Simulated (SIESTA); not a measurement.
## InP under changes of volume

One of the cells (25.167 Å³/atom); the others are scaled copies at fixed shape and fractional positions:

```
CELL_PARAMETERS angstrom
0.00000 2.93050 2.93050
2.93050 0.00000 2.93050
2.93050 2.93050 0.00000
ATOMIC_POSITIONS crystal
In 0.00000 0.00000 0.00000
P 0.75000 0.75000 0.75000
```

* Program: SIESTA 5.4.2
* Functional: PBE
* Potentials or basis: PseudoDojo 0.4 standard (PBE files)
* Basis: DZP (energy shift 0.01 Ry)
* Grid cutoff: 500 Ry
* Energy shift: 0.01 Ry
* k mesh: 8 × 8 × 8
* Occupations: fermi-dirac, width 0.05 eV
* Spin: no spin polarisation

```tsv
volume (Å³/atom)	energy over the lowest point (meV/atom)	pressure (GPa)	gap on the mesh (eV)
23.657	62.00	8.3	1.29
24.160	?	?	?
24.663	22.01	4.5	1.03
25.167	10.23	3.0	0.91
25.670	3.05	1.6	0.78
26.173	0.00	0.3	0.67
26.677	0.67	-0.7	0.55
```

Problem. What does the run at 24.160 Å³/atom give?

Solution. Energy over the lowest point 39.09 meV/atom; pressure 6.3 GPa; gap on the mesh 1.16 eV.

Worked out: A Birch-Murnaghan fit of order 3 (a polynomial in V^(-2/3)) to the other rows has its minimum at 26.33 Å³/atom with B0 = V·E''(V) = 59 GPa and B' = 5.2. It gives 39.07 meV/atom at 24.160 Å³/atom, against the run's 39.09, and -dE/dV = 6.3 GPa, against 6.3. A straight line through the other rows of the gap, of slope -6.15 eV per unit of ln V (its deformation potential), gives 1.16 eV, against the run's 1.16.

Energies are extrapolated to zero smearing.

Caveats: semicore shells carry a single zeta, which can move pressures by several GPa and volumes by a few percent; spin-orbit coupling is left out, which moves the levels of the heavy elements; the basis of atomic orbitals isn't converged, which shifts pressures, moduli and gaps.

A mesh can miss the band edges.
